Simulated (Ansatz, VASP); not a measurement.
**GaN in VASP and in Ansatz**

```
Ga N
1.0
     3.18312    0.00000    0.00000
    -1.59156    2.75666    0.00000
     0.00000    0.00000    5.18337
Ga N
2 2
Direct
  0.33333 0.66667 0.00261
  0.66667 0.33333 0.50261
  0.33333 0.66667 0.37939
  0.66667 0.33333 0.87939
```

Alike in both runs: functional r2SCAN; k mesh 8 × 8 × 5; no spin polarisation.

Ansatz relaxed the structure, and its values are those at the end. VASP's run is a single point on that final structure, the one shown.

|  | VASP | Ansatz |
| --- | --- | --- |
| version | VASP 6.6.1 | Ansatz 0.2.0 |
| potentials or method | VASP PAW PBE potentials, release 64 (Ga_d, N) | scalar-relativistic, plane waves, PAW |
| plane-wave cutoff (eV) | 520 | 560 |
| occupations | gaussian, width 0.01 eV | fixed |
| valence electrons in the cell | 36 | 36 |

Ansatz gave:

```
gap on the k mesh at the Fermi level (eV) : 2.35
least direct gap on the mesh (eV)         : 2.35
pressure (GPa)                            : 0.0
rms of the force components (eV/Å)        : 0.000
```

**Question.** Which values does VASP return?

**Answer.** gap on the k mesh at the Fermi level (eV): 2.34; least direct gap on the mesh (eV): 2.34; pressure (GPa): 1.1; rms of the force components (eV/Å): 0.006.

Caveats: the PAW data sets were made with another functional, which shifts forces and pressure a little (VASP). r2SCAN opens gaps a little over a GGA but as a rule still falls short of measured ones.
